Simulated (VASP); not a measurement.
# CdSe, deformation potentials: which settings are enough?

CdSe, P6_3mc (no. 186), 4 atoms in the cell. PBE, strained cells; PAW potentials Cd, Se (PBE set). VASP 6.6.1.

Wanted: gap against ln V within 0.1 eV.

The series start from Relative volume step: 0.02; Cutoff (eV): 350; k-point spacing (1/Å): 0.3. Each series keeps the choices made before it, and each single choice may use up half of a tolerance. Times cover all steps of a run.

## Relative volume step

| Relative volume step | Gap against ln V (eV) | Time (s) |
|---|---|---|
| 0.06 | -2.21 | 107 |
| 0.02 | -2.21 | 105 |
| 0.01 (reference) | -2.22 | 103 |

## Cutoff (eV)

| Cutoff (eV) | Gap against ln V (eV) | Time (s) |
|---|---|---|
| 220 | -2.20 | 93 |
| 280 | -2.20 | 94 |
| 350 | -2.21 | 107 |
| 440 (reference) | -2.21 | 107 |

## k-point spacing (1/Å)

| k-point spacing (1/Å) | Gap against ln V (eV) | Time (s) |
|---|---|---|
| 0.9 | -2.45 | 95 |
| 0.5 | -2.22 | 96 |
| 0.3 | -2.20 | 93 |
| 0.2 (reference) | -2.20 | 101 |

## Question

The rows run from the loosest to the tightest. For each series: choose the loosest value from which every tighter one stays within half of the tolerance.

## Answer

- Relative volume step: 0.06
- Cutoff (eV): 220
- k-point spacing (1/Å): 0.5

## All choices together

| Input | Gap against ln V (eV) | Time (s) |
|---|---|---|
| quick settings (naive) | -2.23 | 91 |
| chosen settings | -2.22 | 96 |
| reference settings throughout | -2.21 | 126 |

The tolerance is met.

## The input

INCAR.step1:
```
SYSTEM = CdSe
  PREC = Accurate
  ENCUT = 420
  EDIFF = 1E-7
  ISMEAR = 0
  SIGMA = 0.05
  ALGO = Normal
  LREAL = .False.
  LASPH = .True.
  NELM = 100
  LWAVE = .False.
  LCHARG = .False.
  IBRION = 2
  NSW = 30
  ISIF = 3
  EDIFFG = -0.005
  KPAR = 4
```

INCAR.step2, as INCAR.step1 but for:
```
- ENCUT = 420
- EDIFF = 1E-7
- NSW = 30
- ISIF = 3
+ ENCUT = 220
+ EDIFF = 1E-6
+ NSW = 15
```

KPOINTS.step1:
```
k-points
0
Gamma
  6 6 3
```

KPOINTS.step2:
```
Automatic mesh
0
Gamma
  4 4 2
  0 0 0
```

POSCAR.step1:
```
CdSe
1.0
    4.3000000000      0.0000000000      0.0000000000
   -2.1500000000      3.7239092400      0.0000000000
    0.0000000000      0.0000000000      7.0200000000
Cd Se
2 2
Direct
    0.6666666700      0.3333333300      0.5000000000
    0.3333333300      0.6666666700      0.0000000000
    0.6666666700      0.3333333300      0.8850000000
    0.3333333300      0.6666666700      0.3850000000
```

POSCAR.step2:
```
CdSe
1.0
    4.3794375380      0.0000000000      0.0000000000
   -2.1897187690      3.7927041661      0.0000000000
    0.0000000000      0.0000000000      7.1513679219
Cd Se
2 2
Direct
    0.6666666700      0.3333333300      0.5046713350
    0.3333333300      0.6666666700      0.0046713350
    0.6666666700      0.3333333300      0.8803286650
    0.3333333300      0.6666666700      0.3803286650
```

POSCAR.step3:
```
CdSe
1.0
    4.4653306687      0.0000000000      0.0000000000
   -2.2326653344      3.8670897994      0.0000000000
    0.0000000000      0.0000000000      7.2916264311
Cd Se
2 2
Direct
    0.6666666700      0.3333333300      0.5046713350
    0.3333333300      0.6666666700      0.0046713350
    0.6666666700      0.3333333300      0.8803286650
    0.3333333300      0.6666666700      0.3803286650
```

POSCAR.step4:
```
CdSe
1.0
    4.2900361762      0.0000000000      0.0000000000
   -2.1450180881      3.7152803156      0.0000000000
    0.0000000000      0.0000000000      7.0053806746
Cd Se
2 2
Direct
    0.6666666700      0.3333333300      0.5046713350
    0.3333333300      0.6666666700      0.0046713350
    0.6666666700      0.3333333300      0.8803286650
    0.3333333300      0.6666666700      0.3803286650
```

Commands (each step's output is kept before the next begins):
```
cat potpaw_PBE.64/Cd/POTCAR potpaw_PBE.64/Se/POTCAR > POTCAR
cp INCAR.step1 INCAR
cp KPOINTS.step1 KPOINTS
cp POSCAR.step1 POSCAR
mpirun -np 4 vasp_std > vasp.out
rm WAVECAR CHG
cp INCAR.step2 INCAR
cp KPOINTS.step2 KPOINTS
cp POSCAR.step2 POSCAR
mpirun -np 4 vasp_std > vasp.out
rm WAVECAR CHG
cp POSCAR.step3 POSCAR
mpirun -np 4 vasp_std > vasp.out
rm WAVECAR CHG
cp POSCAR.step4 POSCAR
mpirun -np 4 vasp_std > vasp.out
```

The naive input happens to agree within the tolerance here, in 91 s.

The chosen input took VASP 6.6.1 96 s on 4 cores (Intel Xeon 6975P-C (Granite Rapids)), a shared host.
